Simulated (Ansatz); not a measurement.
**Ta: elastic constants from stress and strain**

```yaml
crystal:
  lattice:
    - [0.00000, 2.11000, 2.11000]
    - [2.11000, 0.00000, 2.11000]
    - [2.11000, 2.11000, 0.00000]
  atoms:
    - { symbol: Ta, position: [0.00000, 0.00000, 0.00000] }
```

The cell is COD entry 1534932, as deposited and not checked against the literature; nothing was relaxed.

No spin–orbit coupling, which matters for the heavy atoms here.

The calculation used DFT, PBE, all-electron LAPW, scalar-relativistic (Ansatz 0.2.0).

Settings: a Γ-centred 15×15×15 k mesh, Fermi–Dirac smearing of 0.08 eV, basis error target 0.5 meV/atom, no spin polarisation.

The unstrained cell is at 0.57 GPa. Large strains and very small stresses are left out. Each strain is applied once, with fractional coordinates held (clamped ions), and σ below is the change of stress, positive in tension. One finite strain gives stress–strain coefficients at this pressure with an error of the order of the strain times third-order constants, a few per cent for each per cent of strain. In a metal the k mesh adds noise of tens of per cent to soft shears.

(1) Estimate the stiffness probed by this change, and the stress that it gives: equal xy, yz and zx engineering shear strains of -1 %.

(2) With equal xy, yz and zx engineering shear strains of +1 %, the run gives σxy = 0.44 GPa and γxy = 2εxy = 0.0100. Which stiffness follows?

(3) The two estimates of C44 (clamped ions) differ. Why, and which value is best?

Answers

(1) σxy = -0.54 GPa and γxy = 2εxy = -0.0100, so C44 (clamped ions) = σxy/γxy = 54 GPa.

(2) C44 (clamped ions) = σxy/γxy = 44 GPa.

(3) Finite strains add third-order terms, and in a metal the k mesh adds noise; two strains on one mesh can't tell these apart, so neither value is shown to be the better.
